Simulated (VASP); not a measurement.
# Sn2Ge (P-3m1) in VASP: density of states with PBE

Aim: the density of states of Sn2Ge with PBE.

All numbers are computed with VASP 6.6.1; they aren't measurements. Logs are shortened: lines on timing, memory, paths and dates and some standing lists are left out, and cuts for length are marked.

## Step 1: The structure

Symmetry: P-3m1, No. 164, trigonal system. The conventional cell has a = 4.503 Å, b = 4.503 Å, c = 11.116 Å, α = 90.00°, β = 90.00°, γ = 120.00°. Around Sn (site symmetry 3m) lie 4 Sn at 2.82 to 2.86 Å. Sn (site symmetry 3m) is surrounded by 1 Ge at 2.70 Å and 3 Sn at 2.82 Å. Ge (site symmetry 3m) has 3 Ge at 2.69 Å and 1 Sn at 2.70 Å as nearest neighbours.

The cell was built by a generator and needn't be a form met in nature.

## Step 2: Density of states, PBE

The input, POSCAR:

```
Sn2Ge
1.0
    4.5026610000      0.0000000000      0.0000000000
   -2.2513300000      3.8994190000      0.0000000000
    0.0000000000      0.0000000000     11.1161400000
Sn Ge
4 2
Direct
    0.0000000000      0.0000000000      0.8714640000
    0.3333330000      0.6666670000      0.7729500000
    0.0000000000      0.0000000000      0.1285360000
    0.6666670000      0.3333330000      0.2270500000
    0.3333330000      0.6666670000      0.5304550000
    0.6666670000      0.3333330000      0.4695450000
```

The input, INCAR.step1:

```
SYSTEM = Sn2Ge
ALGO = Fast
EDIFF = 1E-6
ENCUT = 520
GGA = PE
ISIF = 2
ISMEAR = 0
KPAR = 4
LASPH = .True.
LCHARG = .True.
LREAL = .False.
LWAVE = .False.
NELM = 100
PREC = Accurate
SIGMA = 0.1
```

The input, KPOINTS.step1:

```
k-points
0
Gamma
  8 8 4
  0 0 0
```

The input, INCAR.step2:

```
SYSTEM = Sn2Ge
ALGO = Fast
EDIFF = 1E-6
ENCUT = 520
GGA = PE
ICHARG = 11
ISIF = 2
ISMEAR = -5
KPAR = 4
LASPH = .True.
LCHARG = .False.
LORBIT = 11
LREAL = .False.
LWAVE = .False.
NEDOS = 2001
NELM = 100
PREC = Accurate
SIGMA = 0.1
```

The input, KPOINTS.step2:

```
k-points
0
Gamma
  12 12 6
  0 0 0
```

Potentials or basis: VASP PAW PBE potentials, release 64 (Sn_d, Ge_d).

Run with:

```console
cat potpaw_PBE.64/Sn_d/POTCAR potpaw_PBE.64/Ge_d/POTCAR > POTCAR
cp INCAR.step1 INCAR
cp KPOINTS.step1 KPOINTS
mpirun -np 4 vasp_std > vasp.out
cp INCAR.step2 INCAR
cp KPOINTS.step2 KPOINTS
mpirun -np 4 vasp_std > vasp.out
```

OUTCAR:

```text
SYSTEM = Sn2Ge
   EDIFF = 1E-6
   ENCUT = 520
   GGA = PE
   ICHARG = 11
   ISIF = 2
   ISMEAR = -5
   LASPH = .True.
   LORBIT = 11
   LREAL = .False.
   NELM = 100
   PREC = Accurate

 ion  position               nearest neighbor table
   1  0.000  0.000  0.871-   2 2.82   2 2.82   2 2.82   3 2.86
   2  0.333  0.667  0.773-   5 2.70   1 2.82   1 2.82   1 2.82
   3  0.000  0.000  0.129-   4 2.82   4 2.82   4 2.82   1 2.86
   4  0.667  0.333  0.227-   6 2.70   3 2.82   3 2.82   3 2.82
   5  0.333  0.667  0.530-   6 2.69   6 2.69   6 2.69   2 2.70
   6  0.667  0.333  0.470-   5 2.69   5 2.69   5 2.69   4 2.70

  LATTYP: Found a hexagonal cell.
 ALAT       =     4.5026610000
 C/A-ratio  =     2.4687934535

  Lattice vectors:

 A1 = (   4.5026610000,   0.0000000000,   0.0000000000)
 A2 = (  -2.2513300000,   3.8994190000,   0.0000000000)
 A3 = (   0.0000000000,   0.0000000000,  11.1161400000)

Analysis of symmetry for initial positions (statically):
=====================================================================
 Subroutine PRICEL returns:
 Original cell was already a primitive cell.

 Routine SETGRP: Setting up the symmetry group for a
 hexagonal supercell.

 Subroutine GETGRP returns: Found 12 space group operations
 (whereof 12 operations were pure point group operations)
 out of a pool of 24 trial point group operations.

The static configuration has the point symmetry D_3d.

Analysis of symmetry for dynamics (positions and initial velocities):
=====================================================================
 Subroutine PRICEL returns:
 Original cell was already a primitive cell.

 Routine SETGRP: Setting up the symmetry group for a
 hexagonal supercell.

 Subroutine GETGRP returns: Found 12 space group operations
 (whereof 12 operations were pure point group operations)
 out of a pool of 24 trial point group operations.

The dynamic configuration has the point symmetry D_3d.

 Subroutine INISYM returns: Found 12 space group operations
 (whereof 12 operations are pure point group operations),
 and found     1 'primitive' translations

----------------------------------------------------------------------------------------

                                     Primitive cell

  volume of cell :     195.1745

  direct lattice vectors                    reciprocal lattice vectors
     4.502661000  0.000000000  0.000000000     0.222090892  0.128224202  0.000000000
[... 112 lines left out ...]
   EFERMI_NEDOS =   21; number of points for ismear=-14 and -15
   IALGO  =     68    algorithm
   IMIX   =      4    mixing-type and parameters
     AMIX     =   0.40;   BMIX     =  1.00
     AMIX_MAG =   1.60;   BMIX_MAG =  1.00
  volume/ion in A,a.u.               =      32.53       219.52
  Fermi-wavevector in a.u.,A,eV,Ry     =   1.236024  2.335747 20.786370  1.527755
  Thomas-Fermi vector in A             =   2.370649
   LORBIT       =     11    0 simple, 1 ext, 2 COOP (PROOUT), +10 PAW based schemes
   GGA     = PE    functional components
   LHFCALC =     F    Hartree Fock is set to
   AEXX    =    0.0000 exact exchange contribution
   IVDW    =     0    specifies the selected vdW correction
   LEPSILON=     F    determine dielectric tensor
   LRPA    =     F    only Hartree local field effects (RPA)
 non-spin polarized calculation
 RMM-DIIS sequential band-by-band and
 Fermi weights with tetrahedron method with Bloechl corrections
  energy-cutoff  :      520.00
  volume of cell :      195.17
 maximum number of plane-waves:      5327
 NGX is ok and might be reduce to    36

 number of electron      84.0000025 magnetization

 Free energy of the ion-electron system (eV)
  ---------------------------------------------------
  ext. energy  EPLUGINS =         0.00000000
  ---------------------------------------------------
  free energy    TOTEN  =       -23.90177237 eV

  energy without entropy =      -23.90177237  energy(sigma->0) =      -23.90177237

 E-fermi :   4.7111     XC(G=0):  -8.8550

 val. band max:        4.7779987262   @ k =   0.0000   0.0000   0.5000
 cond. band min:       4.5901227971   @ k =   0.3333   0.0000   0.3333
 fundamental gap:     -0.1878759291
 Fermi energy:         4.7111246601

 k-point     1 :       0.0000    0.0000    0.0000
  band No.  band energies     occupation
      1     -20.0696      2.00000
      2     -20.0696      2.00000
      3     -20.0397      2.00000
      4     -20.0397      2.00000
      5     -20.0367      2.00000
      6     -19.9944      2.00000
[... 1261 lines left out ...]
     49       8.3012      0.00000
     50       8.4981      0.00000

 [... further k-points ...]

------------------------ aborting loop because EDIFF is reached ----------------------------------------

  FORCE on cell =-STRESS in cart. coord.  units (eV):
  Direction    XX          YY          ZZ          XY          YZ          ZX
  --------------------------------------------------------------------------------------
  -------------------------------------------------------------------------------------
  Total       -0.0463652     -0.0463653     -0.2021457     -0.0000000      0.0000000      0.0000000
  in kB       -0.3806098     -0.3806099     -1.6594031     -0.0000000      0.0000000      0.0000000
  external PRESSURE =      -0.8068743 kB  Pullay stress =       0.0000000 kB

 VOLUME and BASIS-vectors are now :
 -----------------------------------------------------------------------------
  energy-cutoff  :      520.00
  volume of cell :      195.17
      direct lattice vectors                 reciprocal lattice vectors
     4.502661000  0.000000000  0.000000000     0.222090892  0.128224202  0.000000000
    -2.251330000  3.899419000  0.000000000     0.000000000  0.256448461  0.000000000
     0.000000000  0.000000000 11.116140000     0.000000000  0.000000000  0.089959284

 POSITION                                       TOTAL-FORCE (eV/Angst)
 -----------------------------------------------------------------------------------
      0.00000      0.00000      9.68732        -0.000000     -0.000000     -0.005951
     -0.00000      2.59961      8.59222         0.000000      0.000000      0.021415
      0.00000      0.00000      1.42882        -0.000000      0.000000      0.005951
      2.25133      1.29981      2.52392        -0.000000     -0.000000     -0.021415
     -0.00000      2.59961      5.89661         0.000000     -0.000000     -0.023706
      2.25133      1.29981      5.21953        -0.000000      0.000000      0.023706
 -----------------------------------------------------------------------------------
    total drift:                               -0.000000      0.000000      0.000000

  FREE ENERGIE OF THE ION-ELECTRON SYSTEM (eV)
  ---------------------------------------------------
  free  energy   TOTEN  =       -23.9017723694 eV

  energy  without entropy=      -23.9017723694  energy(sigma->0) =      -23.90177237

 total charge

# of ion       s       p       d       tot
------------------------------------------
    1        1.169   1.196   9.966  12.331
    2        1.168   1.200   9.970  12.339
    3        1.169   1.196   9.966  12.331
    4        1.168   1.200   9.970  12.339
    5        1.177   1.035   9.993  12.206
    6        1.177   1.035   9.993  12.206
--------------------------------------------------
tot          7.028   6.865  59.859  73.752
```

OSZICAR.step1:

```text
N       E                     dE             d eps       ncg     rms          rms(c)
DAV:   1     0.916944475330E+03    0.91694E+03   -0.41911E+04  3928   0.315E+03
DAV:   2     0.163220186538E+03   -0.75372E+03   -0.73689E+03  3500   0.860E+02
DAV:   3    -0.100811226124E+02   -0.17330E+03   -0.17099E+03  3788   0.266E+02
DAV:   4    -0.236423235574E+02   -0.13561E+02   -0.13477E+02  4028   0.839E+01
DAV:   5    -0.240249061981E+02   -0.38258E+00   -0.38209E+00  4198   0.150E+01    0.501E+00
RMM:   6    -0.239250784897E+02    0.99828E-01   -0.14888E-01  4613   0.311E+00    0.297E+00
RMM:   7    -0.238754035701E+02    0.49675E-01   -0.18030E-01  4459   0.308E+00    0.258E-01
RMM:   8    -0.238830432780E+02   -0.76397E-02   -0.50848E-02  5088   0.166E+00    0.984E-02
RMM:   9    -0.238850863081E+02   -0.20430E-02   -0.17137E-02  5591   0.868E-01    0.957E-02
RMM:  10    -0.238856219432E+02   -0.53564E-03   -0.32822E-03  5848   0.333E-01    0.442E-02
RMM:  11    -0.238858356889E+02   -0.21375E-03   -0.15648E-03  5837   0.157E-01    0.134E-02
RMM:  12    -0.238858703388E+02   -0.34650E-04   -0.40456E-04  5543   0.905E-02    0.709E-03
RMM:  13    -0.238858888062E+02   -0.18467E-04   -0.21465E-04  5186   0.541E-02    0.407E-03
RMM:  14    -0.238858972718E+02   -0.84656E-05   -0.92904E-05  3921   0.338E-02    0.300E-03
RMM:  15    -0.238859006296E+02   -0.33579E-05   -0.42498E-05  3833   0.235E-02    0.161E-03
RMM:  16    -0.238859014076E+02   -0.77799E-06   -0.19292E-05  3682   0.162E-02    0.119E-03
RMM:  17    -0.238859029176E+02   -0.15100E-05   -0.11179E-05  3467   0.123E-02    0.172E-03
RMM:  18    -0.238859033153E+02   -0.39774E-06   -0.48948E-06  3269   0.805E-03
   1 F= -.23885903E+02 E0= -.23880691E+02  d E =-.104247E-01
```

Run time: 5.1 min. Hardware: 4 MPI ranks of Intel Xeon Platinum 8488C (Sapphire Rapids), shared host; peak memory 0.83 GiB.

Results:

```yaml
Valence_electrons_inside_the_program's_atomic_spheres: Sn 12.33, 12.34; Ge 12.21
```

Levels at points of the mesh, in eV from the Fermi level:
```
           k point  band 38  band 39  band 40  band 41  band 42  band 43  band 44  band 45  band 46  band 47
(0.00, 0.00, 0.00)    -1.27    -0.42    -0.42     0.01     0.22     0.37     0.37     0.98     2.26     2.26
(0.50, 0.00, 0.00)    -2.44    -2.39    -2.35    -1.43    -1.20     0.52     0.85     1.41     1.57     3.07
(0.00, 0.00, 0.50)    -1.29    -0.92    -0.20    -0.20     0.07     0.07     0.93     1.28     2.66     2.66
(0.50, 0.00, 0.50)    -2.80    -2.37    -1.76    -1.08    -0.88    -0.25     0.86     1.54     2.19     2.37
```

States per cell in windows of 1 eV (zero at the Fermi level; states under -8 eV left out):
```
from (eV)  total  Sn1_p  Sn3_p  Ge5_p  Ge6_p  Sn2_p  Sn4_p
     -8.0   1.52   0.02   0.02   0.02   0.02   0.03   0.03
     -7.0   2.10   0.05   0.05   0.04   0.04   0.05   0.05
     -6.0   1.60   0.06   0.06   0.03   0.03   0.04   0.04
     -5.0   0.78   0.03   0.03   0.02   0.02   0.02   0.02
     -4.0   1.56   0.08   0.08   0.13   0.13   0.08   0.08
     -3.0   4.82   0.33   0.33   0.39   0.39   0.35   0.35
     -2.0   4.45   0.43   0.43   0.29   0.29   0.40   0.40
     -1.0   1.68   0.18   0.18   0.08   0.08   0.19   0.19
      0.0   1.46   0.05   0.05   0.14   0.14   0.05   0.05
      1.0   4.01   0.17   0.17   0.21   0.21   0.18   0.18
      2.0   3.42   0.20   0.20   0.18   0.18   0.15   0.15
      3.0   4.40   0.23   0.23   0.25   0.25   0.25   0.25
      4.0   2.62   0.14   0.14   0.16   0.16   0.13   0.13
      5.0   0.09   0.00   0.00   0.01   0.01   0.00   0.00
      6.0   0.00   0.00   0.00   0.00   0.00   0.00   0.00
```

Caveat: tetrahedron occupations give inexact forces and stress in metals.
